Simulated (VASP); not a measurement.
AlP: single point with PBEsol

AlP:

```
CELL_PARAMETERS angstrom
0.00000 2.73517 2.73517
2.73517 0.00000 2.73517
2.73517 2.73517 0.00000
ATOMIC_POSITIONS crystal
Al 0.00000 0.00000 0.00000
P 0.75000 0.75000 0.75000
```

The cell isn't the ideal one: cell and atoms relaxed tightly for response.

* Program: VASP 6.6.1
* Task: single point
* Functional: PBEsol
* Potentials or basis: VASP PAW PBE potentials, release 64 (Al, P)
* Cutoff: 520 eV
* k mesh: 8 × 8 × 8
* Occupations: gaussian, width 0.01 eV
* Spin: no spin polarisation
* Dipole correction: no
* Further INCAR settings: ALGO = Fast; EDIFF = 1e-06; NBANDS = 11

* Pressure: 0.0 GPa
* Band gap on the k mesh: 1.45 eV, indirect (least direct gap 3.16 eV)

Levels at points of the mesh, in eV from the valence-band top:
```
           k point  band 1  band 2  band 3  band 4  band 5  band 6  band 7  band 8
(0.00, 0.00, 0.00)  -11.49    0.00    0.00    0.00    3.16    4.50    4.50    4.50
(0.50, 0.00, 0.00)   -9.81   -5.56   -0.76   -0.76    2.71    4.75    4.75    8.06
(0.50, 0.50, 0.00)   -9.15   -5.32   -2.11   -2.11    1.45    2.37   10.94   10.94
```

It took 7.3 s on 1 thread of Intel(R) Xeon(R) 6975P-C (Granite Rapids), on a shared host, peak memory 0.16 GiB.

Caveat: the PAW data sets were made with another functional, which shifts forces and pressure a little. A k mesh can miss the band edges.
